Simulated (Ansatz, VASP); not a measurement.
LiF: VASP beside Ansatz

The input INCAR:

```
  PREC = Accurate
  ENCUT = 520
  EDIFF = 1E-6
  ISMEAR = -1
  SIGMA = 0.02
  LREAL = False
  LASPH = True
  NELM = 60
  ALGO = Normal
  ISIF = 2
  LWAVE = False
  LCHARG = False
  GGA = PE
  NBANDS = 12
```

KPOINTS

```
regular mesh
0
Gamma
  10 10 10
```

POSCAR

```
LiF
1.0
    0.0000000000      1.9350255854      2.0391122889
    1.9350255854      0.0000000000      2.0391122889
    1.9350255854      1.9350255854      0.0000000000
Li F
1 1
Direct
    0.0000000000      0.0000000000      0.0000000000
    0.5000000000      0.5000000000      0.5000000000
```

Input for Ansatz:

```yaml
crystal:
  lattice:
    - [0.0, 1.9350255854, 2.0391122889]
    - [1.9350255854, 0.0, 2.0391122889]
    - [1.9350255854, 1.9350255854, 0.0]
  atoms:
    - { symbol: Li, position: [0.0, 0.0, 0.0] }
    - { symbol: F, position: [0.5, 0.5, 0.5] }
kpoints:
  mp_grid: { grid: [10, 10, 10] }
  band_path:
    path:
      - [0.0, 0.0, 0.0]
      - [0.5, 0.0, 0.5]
      - [0.625, 0.25, 0.625]
      - [0.375, 0.375, 0.75]
      - [0.5, 0.5, 0.5]
      - [0.5, 0.25, 0.75]
    npoints: 1
hamiltonian:
  xc: pbe
scf:
  occupations: { method: fermi_dirac, width: 0.02 }
  n_extra_bands: 4
output:
  forces: true
  stress: true
  eigenvalues: true
```

Change from the starting cell: epitaxial_xy strain -3.0%.

Alike in both runs: task single point; functional PBE; k mesh 10 × 10 × 10; occupations fermi-dirac, width 0.02 eV; no spin polarisation.

```csv
,VASP,Ansatz
version,VASP 6.6.1,Ansatz 0.2.0
potentials or method,"VASP PAW PBE potentials, release 64 (Li_sv, F)","plane waves, PAW"
plane-wave cutoff (eV),520,420
valence electrons in the cell,10,10
```

```tsv
	VASP	Ansatz	Ansatz less VASP
gap on the k mesh at the Fermi level (eV)	9.64	9.63	-0.003
```

 A k mesh can miss the band edges.
